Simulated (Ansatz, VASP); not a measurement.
One calculation of CdTe, two programs

```xyz
2
Lattice="0.0000 2.9753 2.9753 2.9753 0.0000 2.9753 2.9753 2.9753 0.0000" Properties=species:S:1:pos:R:3 pbc="T T T"
Te    4.4629    4.4629    4.4629
Cd    0.0000    0.0000    0.0000
```

Change from the starting cell: volume scaled by 0.8.

Alike in both runs: functional PBEsol; k mesh 5 × 5 × 5; occupations fermi-dirac, width 0.025 eV; non-collinear spin, spin-orbit coupling.

|  | VASP | Ansatz |
| --- | --- | --- |
| version | VASP 6.6.1 | Ansatz 0.2.0 |
| potentials or method | VASP PAW PBE potentials, release 64 (Te, Cd), cutoff 520 eV | all-electron LAPW, relativistic spinors |
| task | single point | band structure |

```tsv
	VASP	Ansatz	Ansatz less VASP
gap on the k mesh at the Fermi level (eV)	1.16	1.13	-0.024
least direct gap on the mesh (eV)	1.16	1.13	-0.024
pressure (GPa)	20.7	20.2	-0.49
net moment per atom (μB)	0.00	0.00	0.000
```

Ansatz ran all-electron here, so the differences hold the error of VASP's frozen core and of both bases.

Caveats: the k mesh is coarse (spacing up to 0.37 Å⁻¹), so the values aren't converged (VASP); so large a pressure means that the cell lies far from this level's equilibrium, or that cutoff or potentials fall short (VASP); the potentials were made for another functional, which shifts forces and pressure (VASP).
